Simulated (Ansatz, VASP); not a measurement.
**One calculation of Ga, two programs**

```
Ga
1.0
     2.21789   -3.74191    0.00000
     2.21789    3.74191    0.00000
     0.00000    0.00000    4.42496
Ga
4
Direct
  0.84436 0.15564 0.08594
  0.65564 0.34436 0.58594
  0.15564 0.84436 0.91406
  0.34436 0.65564 0.41406
```

Alike in both runs: task single point; functional LDA; k mesh 8 × 8 × 7; occupations fermi-dirac, width 0.3 eV; no spin polarisation.

```csv
,VASP,Ansatz
version,VASP 6.6.1,Ansatz 0.2.0
potentials or method,"VASP PAW LDA potentials, release 64 (Ga_d)","plane waves (420 eV) with PAW, scalar-relativistic"
plane-wave cutoff (eV),520,420
valence electrons in the cell,52,52
```

```csv
,VASP,Ansatz,Ansatz less VASP
pressure (GPa),0.7,0.5,-0.24
largest component of the traceless stress (GPa),0.34,0.36,+0.016
```

Ansatz warned: «pseudo_functional_mismatch».
